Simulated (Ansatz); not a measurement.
Ansatz input file:

```yaml
crystal:
  lattice:
    - [1.9041613825, 1.0993680868, 18.6769155555]
    - [-1.9041613825, 1.0993680868, 18.6769155555]
    - [0.0, -2.1987361735, 18.6769155555]
  atoms:
    - { symbol: Zn, position: [0.4444433, 0.4444433, 0.4444433] }
    - { symbol: Zn, position: [0.83333981, 0.83333981, 0.83333981] }
    - { symbol: Zn, position: [0.61106581, 0.61106581, 0.61106581] }
    - { symbol: Zn, position: [0.72220672, 0.72220672, 0.72220672] }
    - { symbol: Zn, position: [0.99999393, 0.99999393, 0.99999393] }
    - { symbol: Zn, position: [0.22220343, 0.22220343, 0.22220343] }
    - { symbol: S, position: [0.40275127, 0.40275127, 0.40275127] }
    - { symbol: S, position: [0.95829564, 0.95829564, 0.95829564] }
    - { symbol: S, position: [0.56943107, 0.56943107, 0.56943107] }
    - { symbol: S, position: [0.79171372, 0.79171372, 0.79171372] }
    - { symbol: S, position: [0.68059985, 0.68059985, 0.68059985] }
    - { symbol: S, position: [0.18055844, 0.18055844, 0.18055844] }
basis:
  ecutwfc: 420
kpoints:
  mp_grid: { grid: [6, 6, 6] }
hamiltonian:
  xc: pbe
scf:
  occupations: { method: gaussian, width: 0.1 }
output:
  forces: true
  stress: true
  eigenvalues: true
```

Run as
```bash
ansatz run input.yaml --threads 2 --pin off --max-ram 5120MiB --backend cpu --events-out ev --progress --plain --runs-dir out
```

Method: DFT PBE, scalar-relativistic, plane waves, PAW in Ansatz.

Abridged output:

```
Pseudopotentials: kind: paw
Pseudopotential: Zn, paw, valence charge 12, recommended cutoff 420 eV (normal)
Pseudopotential: S, paw, valence charge 6, recommended cutoff 420 eV (normal)
Functional definition: PBE
Crystal: 12 atoms, lattice volume = 234.587 Å³
Basis set: ecut = 420 eV, 4605 PW (Γ), FFT grids on a1−a3, a2−a3, a3, exchange–correlation on 54×54×256 points (8 copies of the dense FFT grid, shifted against one another)
Bands: 66, of which v1, the nominal top of the filled ones, is band 54 counted from 1 (53 counted from 0)
Symmetry: 6 space group operations
Space group: R3m (ITA 160), of the structure as read, at distance tolerance 6.2e-5 Å
k-points: 32 of 216 (time reversal used)
Initial density: superposition of atomic densities (neutral atoms: chi_scale 0, normalization atom), corrected by the library's trained network
Initial wavefunctions: pseudopotential atomic-orbital guess
Functional: x = pbe(κ = 0.804, μ = 0.21951497), c = pbe(β = 0.06672455)
SCF iter   1: F=—  HF=-25336.331404 eV  |F-HF|=—  |Δ(HF+E_count)|=         —  Δρ=5.75e-4  dr2=1.48e-3  ethr=1.77e-3  ⟨swp⟩=11.3  Hψ=10005  notcnv=0
SCF iter   2: F=—  HF=-25336.333891 eV  |F-HF|=—  |Δ(HF+E_count)|=   2.49e-3  Δρ=5.22e-4  dr2=6.65e-4  ethr=1.37e-6  ⟨swp⟩=3.0  Hψ=5016  notcnv=0
SCF iter   3: F=—  HF=-25336.334024 eV  |F-HF|=—  |Δ(HF+E_count)|=   1.33e-4  Δρ=2.15e-4  dr2=1.09e-4  ethr=6.16e-7  ⟨swp⟩=2.0  Hψ=3495  notcnv=0
automatic band count: iteration 3 solves 63 bands in place of 66: the levels show a gap, and the empty bands left out lie too high to hold charge; the band table lists the bands solved (type scf.n_extra_bands for more)
SCF iter   4: F=—  HF=-25336.334001 eV  |F-HF|=—  |Δ(HF+E_count)|=   2.32e-5  Δρ=7.76e-5  dr2=1.63e-5  ethr=1.01e-7  ⟨swp⟩=2.0  Hψ=3526  notcnv=0
SCF iter   5: F=—  HF=-25336.333964 eV  |F-HF|=—  |Δ(HF+E_count)|=   3.70e-5  Δρ=2.98e-5  dr2=4.29e-6  ethr=1.51e-8  ⟨swp⟩=2.1  Hψ=2713  notcnv=0
SCF iter   6: F=—  HF=-25336.333964 eV  |F-HF|=—  |Δ(HF+E_count)|=   6.82e-7  Δρ=1.15e-5  dr2=5.87e-7  ethr=3.98e-9  ⟨swp⟩=2.3  Hψ=2980  notcnv=0
SCF iter   7: F=-25336.333965 eV  HF=-25336.333965 eV  |F-HF|=1.17e-7  |Δ(HF+E_count)|=   1.64e-7  Δρ=7.01e-6  dr2=7.83e-8  ethr=9.26e-11  ⟨swp⟩=6.0  Hψ=9605  notcnv=0
SCF 1 converged in 7 iterations: F = -25336.333965 eV  dr2 = 7.83e-8
SCF converged after 7 iterations
Free energy (F): -25336.333965 eV
Harris-Foulkes:  -25336.333965 eV  (|F-HF|=1.17e-7)
Internal energy: -25336.333965 eV  (E = F + TS)
E sigma→0 (E₀):  -25336.333965 eV
Fermi energy:    7.000502 eV
--- Per-component energies (eV) ---
  E_band       = 40.155377
  E_kinetic    = 1431.780411
  E_local      = -12216.188233  (includes V_loc(G=0)·N_el)
  E_nonlocal   = 3855.980305
  E_hartree    = 5110.003523
  E_xc         = -1407.406020
  E_vxc        = -838.661205  (∫ρ·V_xc dr)
  E_paw        = -14570.495956  (= ΣΔE_a)
  E_vpaw       = -2412.760720  (= ΣTr[D̂ρ^β])
  E_aug_tail   = -0.002210  (compensation charges beyond the density's cutoff)
  E_ewald      = -7540.005785
  E_smearing   =  0.000000  (= −TS)
--- Forces (eV/Å), atoms counted from 1 ---
  atom   1  Zn     0.00000000     0.00000000    -0.00131693
  atom   2  Zn     0.00000000     0.00000000     0.00346251
  atom   3  Zn     0.00000000     0.00000000    -0.00656134
  atom   4  Zn     0.00000000     0.00000000    -0.00160986
  atom   5  Zn     0.00000000     0.00000000    -0.00311465
  atom   6  Zn     0.00000000     0.00000000    -0.00052660
  atom   7  S      0.00000000     0.00000000    -0.00081961
  atom   8  S      0.00000000     0.00000000    -0.00365814
  atom   9  S      0.00000000     0.00000000     0.00101614
  atom  10  S      0.00000000     0.00000000     0.00720033
  atom  11  S      0.00000000     0.00000000     0.00259496
  atom  12  S      0.00000000     0.00000000     0.00332463
--- Stress (GPa, compression-positive) ---
        2.326740       0.000000       0.000000
        0.000000       2.326740       0.000000
        0.000000       0.000000       2.350583
  P = ⅓ Tr σ = 2.3347 GPa (23.347 kbar)
--- Band table (eV; the first three rows and the last of 32) ---
  k-point 0: bands = ["-7.3031", "-7.0982", "-7.0942", "-6.6295", "-6.6248", "-6.3556", "-0.4676", "-0.4598", "-0.4591", "-0.4591", "-0.4547", "-0.4319", "-0.4319", "-0.4233", "-0.4233", "-0.3766", "-0.3766", "-0.3705", "-0.3705", "-0.3500", "-0.3500", "-0.3128", "-0.3079", "0.0305", "0.0305", "0.0365", "0.0365", "0.0444", "0.0444", "0.0581", "0.0581", "0.0726", "0.0726", "0.0846", "0.0846", "0.2498", "0.5521", "1.9858", "1.9913", "4.1991", "4.2095", "5.0236", "5.0236", "5.2224", "5.2224", "5.2263", "5.2263", "5.6619", "5.6619", "5.6668", "5.6668", "5.8863", "5.9121", "5.9121", "8.0843", "9.1394", "9.1728", "9.2343", "9.3082", "9.4128", "12.2157", "12.2336", "12.2336"]
  k-point 1: bands = ["-7.1176", "-6.9473", "-6.9049", "-6.5238", "-6.4741", "-6.2571", "-0.4913", "-0.4745", "-0.4568", "-0.4267", "-0.4228", "-0.3967", "-0.3958", "-0.3841", "-0.3790", "-0.3772", "-0.3641", "-0.3437", "-0.3326", "-0.3167", "-0.2962", "-0.2844", "-0.2525", "0.0015", "0.0122", "0.0238", "0.0245", "0.0291", "0.0427", "0.0526", "0.0625", "0.0797", "0.0823", "0.0921", "0.0926", "0.2951", "0.8286", "1.9607", "2.1502", "3.6485", "3.7068", "3.8774", "4.1708", "4.2465", "4.5302", "4.6355", "4.7522", "4.9710", "4.9871", "5.0598", "5.2459", "5.5145", "5.6443", "5.6648", "9.2152", "9.8482", "10.0462", "10.1307", "10.2389", "10.4128", "11.2596", "11.5416", "11.8734"]
  k-point 2: bands = ["-6.6704", "-6.5703", "-6.4919", "-6.2808", "-6.1939", "-6.0824", "-0.5025", "-0.4740", "-0.4282", "-0.3847", "-0.3668", "-0.3601", "-0.3526", "-0.3408", "-0.3017", "-0.2901", "-0.2535", "-0.2533", "-0.2341", "-0.2019", "-0.1843", "-0.1560", "-0.1431", "-0.0113", "0.0146", "0.0350", "0.0438", "0.0516", "0.0524", "0.0702", "0.0780", "0.1028", "0.1094", "0.1323", "0.1784", "0.3812", "1.2171", "1.5307", "1.5783", "2.0908", "2.2304", "2.6634", "2.7678", "3.4065", "3.5666", "4.0017", "4.0606", "4.3496", "4.4832", "4.6124", "4.7877", "5.0881", "5.0988", "5.1750", "9.4626", "9.6079", "9.8921", "10.0646", "10.2029", "10.5197", "10.6954", "11.0098", "11.5473"]
  k-point 31: bands = ["-7.2520", "-7.2463", "-6.8761", "-6.8684", "-6.4343", "-6.4284", "-0.4682", "-0.4598", "-0.4559", "-0.4559", "-0.4435", "-0.4435", "-0.4293", "-0.4171", "-0.4077", "-0.4077", "-0.3914", "-0.3914", "-0.3597", "-0.3597", "-0.3531", "-0.3531", "-0.0693", "-0.0655", "0.0300", "0.0300", "0.0375", "0.0375", "0.0443", "0.0443", "0.0565", "0.0565", "0.0757", "0.0757", "0.0828", "0.0828", "1.0976", "1.1015", "3.0457", "3.0598", "5.0733", "5.0733", "5.0796", "5.0796", "5.2924", "5.3078", "5.4326", "5.4326", "5.4411", "5.4411", "5.8406", "5.8406", "5.8462", "5.8462", "8.5404", "8.5855", "9.1650", "9.2292", "9.3688", "9.5188", "12.1981", "12.2545", "12.3055"]
```

The run converged.

It took 18 s on 2 threads of Intel(R) Xeon(R) Platinum 8375C CPU @ 2.90GHz (Ice Lake) (shared host), peak memory 0.74 GiB.

The k mesh is coarse.